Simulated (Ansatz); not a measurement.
Space group Fm-3m (No. 225). a = 4.626 Å, b = 4.626 Å, c = 4.626 Å, α = 90.00°, β = 90.00°, γ = 90.00°
```csv
atom,site,symmetry,x,y,z
Li,8c,-43m,0.2500,0.7500,0.7500
O,4a,m-3m,0.0000,0.0000,0.0000
```

Equation of state of this Li₂O structure (not necessarily the ground state), with shape and atoms relaxed at each volume where symmetry leaves them free. Theory: DFT PBE, scalar-relativistic, plane waves, PAW in Ansatz 0.2.0.

Cutoff 420 eV; k points 8×8×8 on the computed 3-atom cell (Γ-centred); Gaussian smearing, width 0.02 eV; no spin polarisation.

| V (Å³/atom) | E − E(largest V) (meV/atom) | P (GPa) | gap on mesh (eV) |
| --- | --- | --- | --- |
| 7.755 | 1.42 | 5.54 | 5.10 |
| 8.002 | -4.76 | 2.57 | 5.04 |
| 8.250 | -6.70 | 0.00 | 4.98 |
| 8.497 | -4.99 | -2.21 | 4.92 |
| 8.745 | 0.00 | -4.13 | 4.82 |

**Question.** Fit a third-order Birch–Murnaghan equation to E(V).

**Answer.** V0 = 8.25 Å³/atom, B0 = 80 GPa, B0' = 3.3.